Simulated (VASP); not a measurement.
Here is a VASP 6.6.1 calculation.

The input INCAR:

```
ALGO     = Normal         # electronic algorithm
EDIFF    = 1E-7           # SCF threshold, eV
EDIFFG   = -0.01          # ionic threshold
ENCUT    = 300            # plane-wave cutoff, eV
GGA      = PE             # functional
IBRION   = 2              # ionic algorithm
ISIF     = 2              # what is computed and relaxed
ISMEAR   = 0              # smearing method
LASPH    = True           # aspherical terms in the spheres
LCHARG   = False          # write CHGCAR
LREAL    = False          # projectors in reciprocal space
LWAVE    = False          # write WAVECAR
NELM     = 80             # most SCF steps
NSW      = 40             # ionic steps
PREC     = Accurate       # precision mode
SIGMA    = 0.03           # smearing width, eV
```

Contents of KPOINTS:

```
k-points
0
Gamma
  5 5 5
```

The input POSCAR:

```
GaSb                                    
1.0
   -0.0000000000      3.0747108808      3.0747108808
    3.0747108808     -0.0000000000      3.0747108808
    3.0747108808      3.0747108808      0.0000000000
  Ga              Sb            
     1     1
Direct
     1.0000000000000000    0.0000000000000000    1.0000000000000000
     0.2500000000000000    0.2500000000000000    0.2500000000000000
```

Potentials or basis: VASP PAW PBE potentials, release 64 (Ga, Sb).

Run with:

```bash
$ cat potpaw_PBE.64/Ga/POTCAR potpaw_PBE.64/Sb/POTCAR > POTCAR
$ mpirun -np 1 vasp_std > vasp.out
```

Question: Predict the band gap on the k mesh.

Answer: None (metal or under the smearing width).

Final structure:
```xyz
2
Lattice="0.0000 3.0747 3.0747 3.0747 0.0000 3.0747 3.0747 3.0747 0.0000" Properties=species:S:1:pos:R:3 pbc="T T T"
Ga    0.0000    0.0000    0.0000
Sb    1.5374    1.5374    1.5374
```

Caveat: the relaxation stopped at its first step, so nothing moved. The run has no spin-orbit coupling, so splittings on Sb are missing.
